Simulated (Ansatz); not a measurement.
Free-standing chains of the atoms of Au, named by their start (strip: triangular double chain, ladder: square double chain); atoms and period are relaxed, and energies count from relaxed bulk Au (Fm-3m, 17.03 Å³/atom, gap on the mesh 0.00 eV).

The calculation used DFT PBEsol, scalar-relativistic, plane waves, PAW (Ansatz 0.2.0).

Cutoff 420 eV, Gaussian smearing of 0.05 eV, energies at zero smearing, symmetry of each start kept, collinear spin where a moment is listed.

```tsv
start	atoms	k mesh	excess energy (eV per host atom)	period (Å)	gap on the mesh (eV)	highest filled level or Fermi level under vacuum (eV)	size of the moment (μB per cell)
linear chain	1	1×1×25	1.948	2.525	0	6.50	0.18
dimerised chain	2	1×1×13	1.943	5.039	0	6.54	0.30
zigzag chain	2	1×1×14	1.703	4.608	0	-	0.00
ladder chain	4	1×1×13	1.427	5.196	0.17	-	0.00
strip chain	2	1×1×23	1.264	2.606	0	5.61	0.00
```

Spin-orbit coupling is left out, which matters for the bands of heavy elements. An odd mesh misses points on the zone edge, so a gap read on it can be too wide.

Gaps under about 0.2 eV rest on few k points and may close between them. Each run keeps its start's symmetry and one magnetic start, so lower states can exist. Rows stand on unlike meshes and boxes, so starts that end alike can differ by a few hundredths of an eV per atom.

Cost: 5 runs of about 21 core-minutes in all, on Intel Xeon Processor @ 2.50GHz (Skylake/Cascade Lake) (shared hosts).